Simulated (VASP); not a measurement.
BaZrO3:

```
Ba Zr O
1.0
     4.18936    0.00000    0.00000
     0.00000    4.18936    0.00000
     0.00000    0.00000    4.18936
Ba Zr O
1 1 3
Cartesian
  0.0000 0.0000 0.0000
  2.0947 2.0947 2.0947
  2.0947 0.0000 2.0947
  2.0947 2.0947 0.0000
  0.0000 2.0947 2.0947
```

The cell is a database's computed one.

Base run:

| Item | Value |
| --- | --- |
| Program | VASP 6.6.1 |
| Functional | PBEsol |
| Potentials or basis | VASP PAW PBE potentials, release 64 (Ba_sv, Zr_sv, O) |
| Cutoff | 520 eV |
| k mesh | 6 × 6 × 6 |
| Occupations | gaussian, width 0.02 eV |
| Spin | no spin polarisation |

Its results: band gap on the k mesh 3.11 eV, indirect (least direct gap 3.33 eV); pressure 0.1 GPa.

Problem. The run is repeated on the same cell with these changes: functional from PBEsol to r2SCAN. What comes out?

Solution. Band gap on the k mesh 3.71 eV, indirect (least direct gap 3.95 eV); pressure 3.0 GPa.

r2SCAN gives the wider gap, since meta-GGAs in the generalised Kohn-Sham scheme recover part of the derivative discontinuity.

Caveats: the PAW data sets were made with another functional, which shifts forces and pressure a little; spin-orbit coupling is left out, which moves the levels of the heavy elements.
